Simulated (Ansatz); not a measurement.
SnS at a changed volume: S-33 NMR of the central transition

Cell: a structure deposited in the COD, relaxed with PBE at fixed cell and then changed (volume scaled by 1.04, ions relaxed).

Space group Pnma (No. 62); a = 11.4690, b = 4.1033, c = 4.2978 Å.

| site | Wyckoff | site symmetry | x | y | z |
| --- | --- | --- | --- | --- | --- |
| Sn | 4c | .m. | 0.1229 | 0.2500 | 0.1166 |
| S | 4c | .m. | 0.8505 | 0.2500 | 0.4757 |

One atom of each set is listed.

Computed with Ansatz: DFT, PBE, plane waves and PAW, scalar-relativistic, 420 eV cutoff, Γ-centred 4×11×10 k-points, Fermi–Dirac smearing 0.02 eV.

S-33 has I = 3/2 and Q = -69.40 mb (Pyykkö 2018); at 18.8 T its Larmor frequency is ν₀ = 61.5 MHz. Only the quadrupole interaction is simulated: positions count from each site's isotropic chemical shift, and J coupling is left out, as are shift anisotropy and dipolar coupling, which fast spinning averages.

Simulated pattern of one S site (fast magic-angle spinning, Gaussian broadening 1 kHz):

```csv
offset (kHz),height
-30.88,0
-29.63,4
-28.37,7
-27.11,7
-25.85,7
-24.60,7
-23.34,8
-22.08,8
-20.82,9
-19.57,32
-18.31,85
-17.05,77
-15.79,57
-14.54,51
-13.28,49
-12.02,48
-10.76,49
-9.51,52
-8.25,57
-6.99,68
-5.73,100
-4.48,98
-3.22,29
-1.96,0
```

Q: Which |C_Q| and η does the pattern imply?

A: The pattern spans 26.4 kHz before broadening and its centre of gravity is at -11.9 kHz, which fixes P_Q; the places of the horns and steps fix η. That gives P_Q = 5.42 MHz, |C_Q| = 5.41 MHz and η = 0.10. The sign of C_Q can't be read from the pattern.

At S V_zz stands upright on the plane through its three neighbours (within 10°).

Without spin–orbit coupling (the program notes it for Sn) the gradients can shift somewhat, as the gap is small.
